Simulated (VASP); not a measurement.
# InAs (F-43m) in VASP: further runs

The runs below take InAs through single point, with PBEsol, HSE06.

Everything below comes from runs of VASP 6.6.1. Logs are shortened: lines on timing, memory, paths and dates and some standing lists are left out, and cuts for length are marked.

**Measured values to compare with.**

A printed reference work, data compilation reports, for a bulk crystal of InAs at 4.2 K: band gap 0.418 eV (direct).

How close the calculation comes is told below.

### 1 Starting point

It takes space group F-43m (No. 216, cubic). The conventional cell has a = 6.036 Å, b = 6.036 Å, c = 6.036 Å, α = 90.00°, β = 90.00°, γ = 90.00°. In (site symmetry -43m) has 4 As at 2.61 Å as nearest neighbours. Around As (site symmetry -43m) lie 4 In at 2.61 Å.

### 2 Single point, PBEsol, spin-orbit coupling, no magnetisation

INCAR

```
PREC = Accurate ; ENCUT = 520
EDIFF = 1E-6 ; ISMEAR = -1
SIGMA = 0.05 ; LREAL = F
LASPH = T ; NELM = 100
ALGO = Normal ; ISIF = 2
LWAVE = F ; LCHARG = T
LNONCOLLINEAR = T ; MAGMOM = 0 0 0 0 0 0
LORBIT = 11 ; LSORBIT = T
GGA_COMPAT = F ; GGA = PS
LVHAR = T ; KPAR = 4
```

KPOINTS

```
regular mesh
0
Gamma
  9 9 9
```

POSCAR

```
InAs
1.0
    0.0000000000      3.0180000000      3.0180000000
    3.0180000000      0.0000000000      3.0180000000
    3.0180000000      3.0180000000      0.0000000000
In As
1 1
Direct
    0.0000000000      0.0000000000      0.0000000000
    0.2500000000      0.2500000000      0.2500000000
```

Potentials or basis: VASP PAW PBE potentials, release 64 (In_d, As).

Command:

```sh
$ cat potpaw_PBE.64/In_d/POTCAR potpaw_PBE.64/As/POTCAR > POTCAR
$ mpirun -np 4 vasp_ncl > vasp.out
```

OUTCAR:

```text
PREC = Accurate
   ENCUT = 520
   EDIFF = 1E-6
   ISMEAR = -1
   LREAL = F
   LASPH = T
   NELM = 100
   ISIF = 2
   LNONCOLLINEAR = T
   LORBIT = 11
   LSORBIT = T
   GGA = PS

 ion  position               nearest neighbor table
   1  0.000  0.000  0.000-   2 2.61   2 2.61   2 2.61   2 2.61
   2  0.250  0.250  0.250-   1 2.61   1 2.61   1 2.61   1 2.61

  LATTYP: Found a face centered cubic cell.
 ALAT       =     6.0360000000

  Lattice vectors:

 A1 = (   0.0000000000,   3.0180000000,   3.0180000000)
 A2 = (   3.0180000000,   0.0000000000,   3.0180000000)
 A3 = (   3.0180000000,   3.0180000000,   0.0000000000)

Analysis of symmetry for initial positions (statically):
=====================================================================
 Subroutine PRICEL returns:
 Original cell was already a primitive cell.

 Routine SETGRP: Setting up the symmetry group for a
 face centered cubic supercell.

 Subroutine GETGRP returns: Found 24 space group operations
 (whereof 24 operations were pure point group operations)
 out of a pool of 48 trial point group operations.

The static configuration has the point symmetry T_d .

Analysis of symmetry for dynamics (positions and initial velocities):
=====================================================================
 Subroutine PRICEL returns:
 Original cell was already a primitive cell.

 Routine SETGRP: Setting up the symmetry group for a
 face centered cubic supercell.

 Subroutine GETGRP returns: Found 24 space group operations
 (whereof 24 operations were pure point group operations)
 out of a pool of 48 trial point group operations.

The dynamic configuration has the point symmetry T_d .

Analysis of structural, dynamic, and magnetic symmetry:
=====================================================================
 Subroutine PRICEL returns:
 Original cell was already a primitive cell.

 Routine SETGRP: Setting up the symmetry group for a
 face centered cubic supercell.

 Subroutine GETGRP returns: Found 24 space group operations
 (whereof 24 operations were pure point group operations)
 out of a pool of 48 trial point group operations.

The overall configuration has the point symmetry T_d .

 Subroutine INISYM returns: Found 24 space group operations
 (whereof 24 operations are pure point group operations),
 and found     1 'primitive' translations

----------------------------------------------------------------------------------------

                                     Primitive cell

  volume of cell :      54.9778

  direct lattice vectors                    reciprocal lattice vectors
     0.000000000  3.018000000  3.018000000    -0.165672631  0.165672631  0.165672631
     3.018000000  0.000000000  3.018000000     0.165672631 -0.165672631  0.165672631
     3.018000000  3.018000000  0.000000000     0.165672631  0.165672631 -0.165672631

  length of vectors
     4.268096531  4.268096531  4.268096531     0.286953414  0.286953414  0.286953414

  position of ions in fractional coordinates (direct lattice)
     0.000000000  0.000000000  0.000000000
     0.250000000  0.250000000  0.250000000

  ion indices of the primitive-cell ions
   primitive index   ion index
                 1           1
                 2           2

----------------------------------------------------------------------------------------

 KPOINTS: regular mesh

Automatic generation of k-mesh.
 Grid dimensions read from file:
 generate k-points for:    9    9    9

 Generating k-lattice:

  Cartesian coordinates                     Fractional coordinates (reciprocal lattice)
    -0.018408070  0.018408070  0.018408070     0.111111111  0.000000000  0.000000000
     0.018408070 -0.018408070  0.018408070     0.000000000  0.111111111  0.000000000
[... 72 lines left out ...]
   EFERMI =   0.00;   METHOD = LEGACY
   ISMEAR =    -1;   SIGMA  =   0.05  broadening in eV -4-tet -1-fermi 0-gaus
   EFERMI_NEDOS =   21; number of points for ismear=-14 and -15
   IALGO  =     38    algorithm
   IMIX   =      4    mixing-type and parameters
     AMIX     =   0.40;   BMIX     =  1.00
     AMIX_MAG =   1.60;   BMIX_MAG =  1.00
  volume/ion in A,a.u.               =      27.49       185.50
  Fermi-wavevector in a.u.,A,eV,Ry     =   1.128331  2.132236 17.321990  1.273130
  Thomas-Fermi vector in A             =   2.265020
   LORBIT       =     11    0 simple, 1 ext, 2 COOP (PROOUT), +10 PAW based schemes
   GGA     = PS    functional components
   LHFCALC =     F    Hartree Fock is set to
   AEXX    =    0.0000 exact exchange contribution
   IVDW    =     0    specifies the selected vdW correction
   LEPSILON=     F    determine dielectric tensor
   LRPA    =     F    only Hartree local field effects (RPA)
  energy-cutoff  :      520.00
  volume of cell :       54.98
 maximum number of plane-waves:      2982
   NGX = 15   NGY = 15   NGZ = 15

 number of electron      17.9999991 magnetization      -0.0000000     -0.0000000     -0.0000000

 number of electron      17.9999991 magnetization       0.0000000      0.0000000      0.0000000

 number of electron      17.9999991 magnetization       0.0000000     -0.0000000      0.0000000

 number of electron      17.9999991 magnetization       0.0000000     -0.0000000     -0.0000000

 Free energy of the ion-electron system (eV)
  ---------------------------------------------------
  ext. energy  EPLUGINS =         0.00000000
  ---------------------------------------------------
  free energy    TOTEN  =        -8.53121275 eV

  energy without entropy =       -8.53087293  energy(sigma->0) =       -8.53104284

 E-fermi :   4.5640     XC(G=0):  -9.3077

 val. band max:        4.5404199589   @ k =   0.0000   0.0000   0.0000
 cond. band min:       5.3305845648   @ k =  -0.4444   0.0000   0.0000
 fundamental gap:      0.7901646059
 Fermi energy:         4.5639714598

 k-point     1 :       0.0000    0.0000    0.0000
  band No.  band energies     occupation
      1     -10.3708      1.00000
      2     -10.3708      1.00000
      3     -10.3708      1.00000
      4     -10.3708      1.00000
      5      -9.5842      1.00000
      6      -9.5842      1.00000
[... 685 lines left out ...]
     25      10.3573      0.00000
     26      10.3573      0.00000

 [... further k-points ...]
[... 5 lines left out ...]
  --------------------------------------------------------------------------------------
  -------------------------------------------------------------------------------------
  Total        0.5396702      0.5396702      0.5396702     -0.0000000     -0.0000000      0.0000000
  in kB       15.7271959     15.7271959     15.7271959     -0.0000000     -0.0000000      0.0000000
  external PRESSURE =      15.7271959 kB  Pullay stress =       0.0000000 kB

 VOLUME and BASIS-vectors are now :
 -----------------------------------------------------------------------------
  energy-cutoff  :      520.00
  volume of cell :       54.98
      direct lattice vectors                 reciprocal lattice vectors
     0.000000000  3.018000000  3.018000000    -0.165672631  0.165672631  0.165672631
     3.018000000  0.000000000  3.018000000     0.165672631 -0.165672631  0.165672631
     3.018000000  3.018000000  0.000000000     0.165672631  0.165672631 -0.165672631

 POSITION                                       TOTAL-FORCE (eV/Angst)
 -----------------------------------------------------------------------------------
      0.00000      0.00000      0.00000         0.000000      0.000000      0.000000
      1.50900      1.50900      1.50900        -0.000000     -0.000000     -0.000000
 -----------------------------------------------------------------------------------
    total drift:                               -0.000000     -0.000000     -0.000000

  FREE ENERGIE OF THE ION-ELECTRON SYSTEM (eV)
  ---------------------------------------------------
  free  energy   TOTEN  =        -8.5312127507 eV

  energy  without entropy=       -8.5308729309  energy(sigma->0) =       -8.53104284

 Spin-Orbit-Coupling matrix elements

 Ion:    1  E_soc:     -0.0736538
 l=   1
     0.0000000    -0.0057997    -0.0057997
    -0.0057997     0.0000000    -0.0057997
    -0.0057997    -0.0057997     0.0000000
 l=   2
     0.0000000    -0.0013071     0.0000000    -0.0013071    -0.0051689
    -0.0013071     0.0000000    -0.0038767    -0.0013071    -0.0012922
     0.0000000    -0.0038767     0.0000000    -0.0038767     0.0000000
    -0.0013071    -0.0013071    -0.0038767     0.0000000    -0.0012922
    -0.0051689    -0.0012922     0.0000000    -0.0012922     0.0000000
 l=   3
     0.0000000     0.0000000     0.0000000     0.0000000     0.0000000     0.0000000     0.0000000
     0.0000000     0.0000000     0.0000000     0.0000000     0.0000000     0.0000000     0.0000000
     0.0000000     0.0000000     0.0000000     0.0000000     0.0000000     0.0000000     0.0000000
     0.0000000     0.0000000     0.0000000     0.0000000     0.0000000     0.0000000     0.0000000
     0.0000000     0.0000000     0.0000000     0.0000000     0.0000000     0.0000000     0.0000000
     0.0000000     0.0000000     0.0000000     0.0000000     0.0000000     0.0000000     0.0000000
     0.0000000     0.0000000     0.0000000     0.0000000     0.0000000     0.0000000     0.0000000

 Ion:    2  E_soc:     -0.0263491
 l=   1
     0.0000000    -0.0043895    -0.0043895
    -0.0043895     0.0000000    -0.0043895
    -0.0043895    -0.0043895     0.0000000
 l=   2
     0.0000000    -0.0000008     0.0000000    -0.0000008    -0.0000012
    -0.0000008     0.0000000    -0.0000009    -0.0000008    -0.0000003
     0.0000000    -0.0000009     0.0000000    -0.0000009     0.0000000
    -0.0000008    -0.0000008    -0.0000009     0.0000000    -0.0000003
    -0.0000012    -0.0000003     0.0000000    -0.0000003     0.0000000
 l=   3
     0.0000000     0.0000000     0.0000000     0.0000000     0.0000000     0.0000000     0.0000000
     0.0000000     0.0000000     0.0000000     0.0000000     0.0000000     0.0000000     0.0000000
     0.0000000     0.0000000     0.0000000     0.0000000     0.0000000     0.0000000     0.0000000
     0.0000000     0.0000000     0.0000000     0.0000000     0.0000000     0.0000000     0.0000000
     0.0000000     0.0000000     0.0000000     0.0000000     0.0000000     0.0000000     0.0000000
     0.0000000     0.0000000     0.0000000     0.0000000     0.0000000     0.0000000     0.0000000
     0.0000000     0.0000000     0.0000000     0.0000000     0.0000000     0.0000000     0.0000000

 total charge

# of ion       s       p       d       tot
------------------------------------------
    1        0.849   0.745   9.890  11.484
    2        1.223   1.565   0.023   2.811
--------------------------------------------------
tot          2.072   2.310   9.913  14.294

 magnetization (x)

# of ion       s       p       d       tot
------------------------------------------
    1        0.000   0.000   0.000   0.000
    2       -0.000   0.000   0.000   0.000
--------------------------------------------------
tot          0.000   0.000   0.000   0.000

 magnetization (y)

# of ion       s       p       d       tot
------------------------------------------
    1       -0.000   0.000   0.000   0.000
    2       -0.000   0.000   0.000  -0.000
--------------------------------------------------
tot         -0.000   0.000   0.000   0.000

 magnetization (z)

# of ion       s       p       d       tot
------------------------------------------
    1       -0.000   0.000  -0.000   0.000
    2       -0.000  -0.000   0.000  -0.000
--------------------------------------------------
tot         -0.000   0.000   0.000  -0.000
```

Wall time 28 s (4 MPI ranks of Intel Xeon 6975P-C (Granite Rapids), shared host); peak memory 0.37 GiB.

What came out:

| Quantity | Value |
| --- | --- |
| Free energy | -8.5312 eV |
| Pressure | 1.6 GPa |
| Valence electrons inside the program's atomic spheres | In 11.48; As 2.81 |

Caveat: the PAW data sets were made with another functional, which shifts forces and pressure a little.

### 3 Single point, HSE06

POSCAR is that of step 2.

INCAR.step1

```
PREC = Accurate ; ENCUT = 520
EDIFF = 1E-5 ; ISMEAR = -1
SIGMA = 0.05 ; LREAL = F
LASPH = T ; NELM = 100
ALGO = Normal ; ISIF = 2
LWAVE = T ; GGA = PE
KPAR = 4
```

INCAR.step2

```
PREC = Accurate ; ENCUT = 520
EDIFF = 1E-6 ; ISMEAR = -1
SIGMA = 0.05 ; LREAL = F
LASPH = T ; NELM = 100
ALGO = Normal ; ISIF = 2
LWAVE = F ; LCHARG = T
GGA = PE ; LHFCALC = T
HFSCREEN = 0.2 ; PRECFOCK = Fast
LVHAR = T ; ISTART = 1
KPAR = 4
```

KPOINTS

```
regular mesh
0
Gamma
  5 5 5
```

Potentials or basis: VASP PAW PBE potentials, release 64 (In_d, As).

Command:

```sh
$ cat potpaw_PBE.64/In_d/POTCAR potpaw_PBE.64/As/POTCAR > POTCAR
$ cp INCAR.step1 INCAR
$ mpirun -np 4 vasp_std > vasp.out
$ cp INCAR.step2 INCAR
$ mpirun -np 4 vasp_std > vasp.out
```

It took 79 s on 4 MPI ranks of Intel Xeon 6975P-C (Granite Rapids), shared host; peak memory 0.27 GiB.

It converged, with:

```
Free energy            : -9.2079 eV
Pressure               : 2.0 GPa
Band gap on the k mesh : 0.60 eV, direct
```

Levels at points of the mesh, in eV from the valence-band top:
```tsv
k point	band 6	band 7	band 8	band 9	band 10	band 11	band 12	band 13
(0.00, 0.00, 0.00)	-13.07	0.00	0.00	0.00	0.60	4.70	4.70	4.70
```

Caveat: the PAW data sets were made with another functional, which shifts forces and pressure a little; spin-orbit coupling is left out, which moves the levels of the heavy elements.

### 4 Comparison with measurements

Step 3. Against the measured gap of InAs, 0.418 eV (direct; 4.2 K; a printed reference work, data compilation), the calculated 0.60 eV is off by +0.18 eV. Spin-orbit coupling on As, In is left out. The value is that of HSE06, without temperature or zero-point motion.
